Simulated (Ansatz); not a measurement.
**Rh: one candidate structure**

Aim: relax Rh from this start, Se type (P3_221, No. 154), and see where it ends.

Method: DFT PBE, scalar-relativistic, plane waves, PAW, in Ansatz 0.2.0.

**1. The starting structure**

Symmetry: P3_221, No. 154, trigonal system. Conventional cell: a = 3.496 Å, b = 3.496 Å, c = 3.973 Å, α = 90.00°, β = 90.00°, γ = 120.00°. Around Rh (site symmetry 2) lie 2 Rh at 1.87 Å.

Coordinates:

```
Rh
1.0
     3.49578    0.00000    0.00000
    -1.74789    3.02744    0.00000
     0.00000    0.00000    3.97279
Rh
3
Direct
  0.21700 0.00000 0.16667
  0.00000 0.21700 0.83333
  0.78300 0.78300 0.50000
```

(A quick probe on a coarse mesh, which set the mesh and smearing, is not shown.)

**3. Coarse relaxation**

The input, input.yaml:

```yaml
crystal:
  lattice:
    - [3.4957812122, 0.0, 0.0]
    - [-1.7478906061, 3.0274353358, 0.0]
    - [0.0, 0.0, 3.972794541]
  atoms:
    - { symbol: Rh, position: [0.217, 0.0, 0.1666666667] }
    - { symbol: Rh, position: [0.0, 0.217, 0.8333333333] }
    - { symbol: Rh, position: [0.783, 0.783, 0.5] }
basis:
  ecutwfc: 420
kpoints:
  mp_grid: { grid: [6, 6, 4] }
hamiltonian:
  xc: pbe
scf:
  occupations: { method: gaussian, width: 0.1 }
  lower_state_search: "off"
output:
  forces: true
  stress: true
  eigenvalues: true
relax:
  adjacent_minimum: "off"
  f_tol: 0.04
  max_steps: 70
  cell: { stress_tol: 0.4 }
```

The session goes on with these runs: relaxing cell and atoms.

**Question.** What will these runs give?

The runs gave:

| quantity | value |
| --- | --- |
| cell | a = 2.536 Å, b = 2.536 Å, c = 2.536 Å, α = 90.00°, β = 90.00°, γ = 90.00° |
| space group | Pm-3m (No. 221) |
| volume | 16.30 Å³/atom |
| gap on the mesh | none (metal) |

**Reading.** The structure ended in another space group than at the start: P3_221 to Pm-3m. Where forces pass 15 eV/Å atoms stand far too close, the PAW spheres overlap strongly and those numbers are rough.
